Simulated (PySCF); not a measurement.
Basis-set dependence of population analyses: norbornadiene

Species: norbornadiene, C7H8.
Numbering: `[CH:1]1=[CH:2][C@@H:3]2[CH:4]=[CH:5][C@H:6]1[CH2:7]2` (hydrogens: H8 on C1; H9 on C2; H10 on C3; H11 on C4; H12 on C5; H13 on C6; H14, H15 on C7)

PBE0 throughout (PySCF), one geometry, spherical d and f functions. Geometry: PBE0-D3(BJ)/def2-SVP; no solvent, vibrations or thermal averaging. Atoms taken as equivalent share a column and are averaged.

Mulliken charges (e):

```
        basis  functions  C1/C2/C4/C5   C3/C6      C7  H8/H9/H11/H12  H10/H13  H14/H15
       STO-3G         43       -0.093  -0.073  -0.121         +0.082   +0.078   +0.077
     pcSseg-0         79       -0.073  -0.724  -0.256         +0.240   +0.259   +0.259
        6-31G         79       -0.092  -0.354  -0.258         +0.171   +0.156   +0.169
       6-31G*        114       -0.126  -0.267  -0.299         +0.168   +0.161   +0.172
      cc-pVDZ        138       +0.025  -0.117  +0.097          0.000   -0.012   +0.029
     def2-SVP        138       +0.002  -0.152  +0.057         +0.025   +0.026   +0.043
     pcSseg-1        159       -0.043  -0.296  -0.039         +0.091   +0.099   +0.119
  aug-cc-pVDZ        233       +0.485  +0.609  +0.746         -0.478   -0.575   -0.421
6-311+G(2d,p)        237       -0.147  +0.025  -0.319         +0.105   +0.091   +0.129
    def2-TZVP        265       -0.204  +0.049  -0.175         +0.119   +0.105   +0.104
      cc-pVTZ        322       -0.160  -0.011  -0.125         +0.120   +0.072   +0.082
     IGLO-III        325       -0.142  -0.012  -0.299         +0.082   +0.144   +0.137
```

IAO charges (e):

| basis | functions | C1/C2/C4/C5 | C3/C6 | C7 | H8/H9/H11/H12 | H10/H13 | H14/H15 |
| --- | --- | --- | --- | --- | --- | --- | --- |
| STO-3G | 43 | -0.142 | -0.135 | -0.230 | +0.135 | +0.133 | +0.131 |
| pcSseg-0 | 79 | -0.159 | -0.158 | -0.233 | +0.152 | +0.146 | +0.141 |
| 6-31G | 79 | -0.165 | -0.138 | -0.238 | +0.153 | +0.141 | +0.139 |
| 6-31G* | 114 | -0.160 | -0.127 | -0.220 | +0.147 | +0.133 | +0.130 |
| cc-pVDZ | 138 | -0.163 | -0.128 | -0.221 | +0.149 | +0.135 | +0.131 |
| def2-SVP | 138 | -0.158 | -0.128 | -0.214 | +0.145 | +0.132 | +0.128 |
| pcSseg-1 | 159 | -0.164 | -0.130 | -0.221 | +0.151 | +0.136 | +0.132 |
| aug-cc-pVDZ | 233 | -0.169 | -0.130 | -0.228 | +0.154 | +0.139 | +0.135 |
| 6-311+G(2d,p) | 237 | -0.168 | -0.131 | -0.228 | +0.154 | +0.139 | +0.135 |
| def2-TZVP | 265 | -0.168 | -0.131 | -0.229 | +0.154 | +0.139 | +0.135 |
| cc-pVTZ | 322 | -0.168 | -0.131 | -0.229 | +0.154 | +0.139 | +0.135 |
| IGLO-III | 325 | -0.169 | -0.132 | -0.229 | +0.155 | +0.139 | +0.135 |

Hirshfeld charges (e):

| basis | functions | C1/C2/C4/C5 | C3/C6 | C7 | H8/H9/H11/H12 | H10/H13 | H14/H15 |
| --- | --- | --- | --- | --- | --- | --- | --- |
| STO-3G | 43 | -0.050 | +0.013 | -0.009 | +0.031 | +0.016 | +0.013 |
| pcSseg-0 | 79 | -0.056 | -0.015 | -0.056 | +0.047 | +0.034 | +0.027 |
| 6-31G | 79 | -0.060 | -0.016 | -0.053 | +0.049 | +0.037 | +0.028 |
| 6-31G* | 114 | -0.059 | -0.018 | -0.052 | +0.049 | +0.036 | +0.028 |
| cc-pVDZ | 138 | -0.055 | -0.022 | -0.059 | +0.047 | +0.037 | +0.029 |
| def2-SVP | 138 | -0.055 | -0.022 | -0.061 | +0.048 | +0.038 | +0.030 |
| pcSseg-1 | 159 | -0.055 | -0.028 | -0.064 | +0.049 | +0.041 | +0.032 |
| aug-cc-pVDZ | 233 | -0.059 | -0.037 | -0.071 | +0.053 | +0.046 | +0.038 |
| 6-311+G(2d,p) | 237 | -0.058 | -0.036 | -0.067 | +0.052 | +0.045 | +0.037 |
| def2-TZVP | 265 | -0.058 | -0.033 | -0.068 | +0.052 | +0.044 | +0.036 |
| cc-pVTZ | 322 | -0.057 | -0.031 | -0.067 | +0.051 | +0.043 | +0.035 |
| IGLO-III | 325 | -0.058 | -0.036 | -0.071 | +0.052 | +0.045 | +0.038 |

Q: Which scheme is steadiest as the basis changes?

A: Largest range over the bases for any column: IAO 0.03 e, Hirshfeld 0.06 e, Mulliken 1.33 e. IAO charges move least and Mulliken charges most, counted in e. Without the minimal STO-3G basis the ranges are IAO 0.03, Hirshfeld 0.02, Mulliken 1.33 e.

Q: How much do the charges still move between the two largest bases, cc-pVTZ and IGLO-III?

A: At most, over all atoms: Mulliken 0.173 e, IAO 0.001 e, Hirshfeld 0.005 e.

Q: What do the same runs give for the total energy, the frontier levels and the dipole moment?

A: 
```tsv
basis	energy (Eh)	HOMO (eV)	LUMO (eV)	μ (D)
STO-3G	-267.9165	-4.71	3.03	0.11
pcSseg-0	-270.5616	-6.64	-0.20	0.06
6-31G	-271.0887	-6.23	0.17	0.04
6-31G*	-271.1520	-6.15	0.14	0.04
cc-pVDZ	-271.1765	-6.33	-0.11	0.01
def2-SVP	-270.9650	-6.43	-0.18	0.02
pcSseg-1	-271.1211	-6.49	-0.31	0.03
aug-cc-pVDZ	-271.1870	-6.44	-0.42	0.06
6-311+G(2d,p)	-271.2268	-6.44	-0.43	0.06
def2-TZVP	-271.2479	-6.44	-0.34	0.05
cc-pVTZ	-271.2428	-6.42	-0.28	0.04
IGLO-III	-271.2545	-6.44	-0.41	0.07
```
